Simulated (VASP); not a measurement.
The system is TiSi2.

```
CELL_PARAMETERS angstrom
0.00000 4.11752 4.26290
2.38951 0.00000 4.26290
2.38951 4.11752 0.00000
ATOMIC_POSITIONS crystal
Ti 0.75000 0.75000 0.75000
Ti 0.50000 0.50000 0.50000
Si 0.41257 0.08743 0.41257
Si 0.08743 0.41257 0.08743
Si 0.16257 0.83743 0.16257
Si 0.83743 0.16257 0.83743
```

The cell is a database's computed one.

| Item | Value |
| --- | --- |
| Program | VASP 6.6.1 |
| Task | relaxation of cell and atoms |
| Functional | PBE |
| Dispersion | TS |
| Potentials or basis | VASP PAW PBE potentials, release 64 (Ti_sv, Si) |
| Cutoff | 600 eV |
| k mesh | 7 × 7 × 7 |
| Occupations | fermi-dirac, width 0.05 eV |
| Spin | no spin polarisation |

At the start: pressure -4.7 GPa; volume 13.98 Å³/atom.

Question: Where does the relaxation end?

Answer: Over 9 steps the energy falls by 7.4 meV/atom and the volume is 13.54 Å³/atom (-3.2 %); space group Fddd (No. 70, to 0.05 Å).

The path:
| step | energy change (eV) | largest force (eV/Å) | pressure (GPa) | volume (Å³) |
| --- | --- | --- | --- | --- |
| 1 | 0.0000 | 0.0607 | -4.70 | 83.88 |
| 2 | -0.0069 | 0.0575 | 4.90 | 78.99 |
| 3 | -0.0413 | 0.0602 | -0.06 | 81.33 |
| 4 | -0.0413 | 0.0600 | 0.30 | 81.15 |
| 5 | -0.0438 | 0.0275 | -0.12 | 81.22 |
| 6 | -0.0441 | 0.0358 | -0.04 | 81.20 |
| 7 | -0.0441 | 0.0389 | 0.01 | 81.20 |
| 8 | -0.0443 | 0.0260 | 0.00 | 81.21 |
| 9 | -0.0444 | 0.0006 | -0.03 | 81.23 |

Final structure:
```
Ti Si
1.0
     0.00000    4.04321    4.24201
     2.36791    0.00000    4.24201
     2.36791    4.04321    0.00000
Ti Si
2 4
Cartesian
  3.5519 6.0648 6.3630
  2.3679 4.0432 4.2420
  1.1840 3.3446 2.1210
  1.1840 0.6986 2.1210
  2.3679 1.3230 4.2420
  2.3679 6.7634 4.2420
```

Caveat: atom-pairwise D2, TS and ULG terms overbind metals; pairwise dispersion overbinds metals, which lowers pressure and volume.
